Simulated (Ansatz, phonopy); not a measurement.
# Grüneisen parameters and expansion of BeS (F-43m), part 4 of 4

Aim: how the vibrations of BeS shift with volume, and the expansion that follows.

Measurements to reproduce:
- heat capacity C_P per formula unit 34.2 J/mol/K and bulk modulus 105 GPa near room temperature (given in “High-Throughput Prediction of Finite-Temperature Properties using the Quasi-Harmonic Approximation”, 2016, arXiv:1603.06924)

Ansatz 0.2.0; DFT LDA, scalar-relativistic, plane waves, PAW.

So far. Step 14 (Single point at a scaled cell, V/V0 1.05): The run ends at a pressure of -4.55 GPa. Step 15 (Phonons, V/V0 1.05): No mode is imaginary beyond numerical noise at the solved wavevectors. The highest zone-centre mode (no LO–TO term) moved by -6.8 % for a volume change of +5.0 %.

The database entry behind the starting cell differs from later determinations by our own check (0.1 to 0.3 % short, probably kX units), so it need not match the best structure at ambient conditions.

## (16) How the modes move with volume (continued)

Table of mean mode Grueneisen parameter by wavenumber:

| wavenumber (cm⁻¹) | mean mode Grueneisen parameter |
| --- | --- |
| 11 | - |
| 34 | 0.37 |
| 57 | 0.425 |
| 79 | 0.324 |
| 102 | 0.32 |
| 125 | 0.306 |
| 147 | 0.156 |
| 170 | 0.054 |
| 193 | 0.0854 |
| 215 | 0.098 |
| 238 | 0.195 |
| 261 | 0.351 |
| 283 | 0.458 |
| 306 | 0.855 |
| 329 | 0.965 |
| 352 | 0.96 |
| 374 | 0.97 |
| 397 | - |
| 420 | - |
| 442 | - |
| 465 | - |
| 488 | - |
| 510 | - |
| 533 | 1.83 |
| 556 | 1.72 |
| 578 | 1.58 |
| 601 | 1.14 |
| 624 | 1.1 |
| 646 | 1.04 |
| 669 | 0.992 |

Volume series, by row:

| V/V0 | V (Å³/atom) | pressure (GPa) | E - E0 (meV/atom) | gap (eV) | zero-point energy (meV/atom) | lowest on the path (cm⁻¹) | highest at Gamma without the LO-TO term (cm⁻¹) |
| --- | --- | --- | --- | --- | --- | --- | --- |
| 0.97 | 13.38 | 3.292 | 4.144 | 2.753 | 80.15 | 0 | 618.9 |
| 0.985 | 13.59 | 1.585 | 1.008 | 2.79 | 78.75 | 0 | 605.7 |
| 1 | 13.79 | -0.003 | 0 | 2.825 | 77.39 | 0 | 592.9 |
| 1.015 | 14 | -1.482 | 0.969 | 2.858 | 76.05 | 0 | 580.4 |
| 1.03 | 14.21 | -2.859 | 3.785 | 2.89 | 74.74 | 0 | 568.2 |
| 1.05 | 14.48 | -4.548 | 10.19 | 2.93 | 73.04 | 0 | 552.4 |

The optical frequency at Gamma without the LO-TO term, mode 4 by V/V0:

| V/V0 | optical frequency at Gamma without the LO-TO term, mode 4 (cm⁻¹) |
| --- | --- |
| 0.9700 | 619 |
| 0.9850 | 606 |
| 1.0000 | 593 |
| 1.0150 | 580 |
| 1.0300 | 568 |
| 1.0500 | 552 |

Grüneisen at points, by row:

```csv
point,branch,frequency (cm⁻¹),mode Grüneisen parameter
Γ,4,592.9,1.42
Γ,6,679.8,0.97
X,1,229.5,-0.29
X,3,377.5,1.08
X,4,540.9,1.85
X,6,674.6,0.96
U,1,219.9,-0.19
U,2,293.6,0.16
U,3,348.4,1.08
U,4,547.3,1.76
U,5,548.4,1.77
U,6,628,1.11
K,1,219.9,-0.19
K,2,293.6,0.16
K,3,348.4,1.08
K,4,547.3,1.76
K,5,548.4,1.77
K,6,628,1.11
L,1,162.3,-0.33
L,3,374.6,0.95
L,4,575.4,1.59
L,6,630.2,1.11
W,1,271.8,0.14
W,2,281.8,0.15
W,3,335.9,1.08
W,4,547.9,1.82
W,5,572,1.71
W,6,591.4,1.1
```

## (17) Free-energy fit

This step gave:

```yaml
volume_expansion_coefficient_at_300_k: 17.74 1e-6/K
isothermal_bulk_modulus_at_300_k: 98.21 GPa
c_p_at_300_k: 17.99 J/mol-atom/K
grueneisen_parameter_at_300_k: 0.818
```

Energy (each curve on its own zero) against volume; values in meV/atom:

| volume (Å³/atom) | static | F at 0 K | F at 300 K | F at 900 K |
| --- | --- | --- | --- | --- |
| 13.379 | 4.14 | 7.6 | 8.27 | 12.9 |
| 13.586 | 1.01 | 3.07 | 3.5 | 6.38 |
| 13.793 | 0 | 0.7 | 0.87 | 1.93 |
| 14.000 | 0.97 | 0.33 | 0.23 | -0.55 |
| 14.207 | 3.78 | 1.84 | 1.46 | -1.2 |
| 14.483 | 10.2 | 6.54 | 5.75 | 0.57 |

Phonopy-qha, vinet fit of F(V) at each temperature; no electronic free energy. Qha vinet, by row:

```
T (K)  fitted volume (Å³/atom)  alpha_V (1e-6/K)  B_T (GPa)  C_P (J/mol-atom/K)  Grueneisen
  100                    13.94              2.34      99.66               5.379      0.3606
  150                    13.94              6.22      99.46               9.572      0.5413
  200                    13.94             10.71      99.13               13.14      0.6785
  250                    13.95             14.64       98.7               15.92      0.7645
  300                    13.96             17.74      98.21               17.99      0.8181
  350                    13.98             20.11      97.69               19.51      0.8529
  400                    13.99             21.94      97.14               20.65      0.8767
  450                    14.01             23.37      96.58               21.51      0.8939
  500                    14.03             24.52      96.01               22.17      0.9067
  550                    14.04             25.46      95.42                22.7      0.9168
  600                    14.06             26.24      94.84               23.12      0.9249
  650                    14.08             26.92      94.24               23.47      0.9317
  700                     14.1             27.51      93.64               23.76      0.9375
  750                    14.12             28.04      93.04               24.01      0.9425
  800                    14.14             28.52      92.44               24.22      0.9471
  850                    14.16             28.97      91.83                24.4      0.9512
```

The volume expansion coefficient, phonopy-qha, Vinet by temperature:

| temperature (K) | volume expansion coefficient, phonopy-qha, Vinet (1e-6/K) |
| --- | --- |
| 75 | 1.09 |
| 100 | 2.34 |
| 125 | 4.1 |
| 150 | 6.22 |
| 175 | 8.48 |
| 225 | 12.8 |
| 250 | 14.6 |
| 275 | 16.3 |
| 300 | 17.7 |
| 325 | 19.0 |
| 350 | 20.1 |
| 375 | 21.1 |
| 400 | 21.9 |
| 425 | 22.7 |
| 450 | 23.4 |
| 500 | 24.5 |
| 525 | 25.0 |
| 550 | 25.5 |
| 575 | 25.9 |
| 600 | 26.2 |
| 625 | 26.6 |
| 650 | 26.9 |
| 675 | 27.2 |
| 700 | 27.5 |
| 725 | 27.8 |
| 775 | 28.3 |
| 800 | 28.5 |
| 825 | 28.8 |
| 850 | 29.0 |
| 875 | 29.2 |

The fit gives a volume expansion of 17.7 × 10⁻⁶/K at 300 K.

## (18) Outcome

```json
{"volume expansion coefficient at 300 K": "17.74 1e-6/K", "isothermal bulk modulus at 300 K": "98.21 GPa", "C_P at 300 K": "17.99 J/mol-atom/K", "Grüneisen parameter at 300 K": "0.818", "mean mode Grüneisen parameter at 300 K": "0.797"}
```

**Reading.** Near room temperature BeS expands by 17.7 × 10⁻⁶/K in volume by LDA, with C_P = 18.0 J/(mol K) per mole of atoms and B_T = 98.2 GPa. C_P at room temperature is 72 % of the classical 3R an atom, so the stiffest modes are still partly frozen out. A measured bulk modulus near room temperature is 105 GPa (arXiv:1603.06924); the calculated 98.2 GPa differs by -6 %. The table does not say whether its value is isothermal or adiabatic. A measured heat capacity per formula unit near room temperature is 34.2 J/mol/K (arXiv:1603.06924); the calculated 36.0 J/mol/K differs by +5 %. The heat-capacity-weighted Grüneisen parameter goes from 0.197 at 50 K to 0.912 at 800 K; 11 % of the modes stiffen on expansion. Weighting γ by the density of states and each mode's heat capacity at 300 K, modes below 220 cm⁻¹ give about 4 % of the sum of γC that drives the expansion, those up to 450 cm⁻¹ 26 % and the rest 70 %. Among the labelled points γ is largest for branch 4 at X (541 cm⁻¹, 1.9) and most negative for branch 1 at L (162 cm⁻¹, -0.33). The interpolation has no quadrupole term, so branches near the zone centre are less sure, since this crystal has sites that are not centres of inversion. The PAW files were made for PBE and are used here under another functional, for which the program regenerates the frozen cores.

[Logs are printed without paths, hosts, clocks, repeated set-up lines and the standing remarks that a program may print on its own settings, such as how far it seeks lower states.]

[Hosts, paths, dates, database ids (printed as entryN), source tags and the programs' standing remarks are cut or masked in the printed files.]

[A step with changed settings may run another functional than the one named; its input shows which.]

[Of the runs on displaced cells, only some may be shown.]
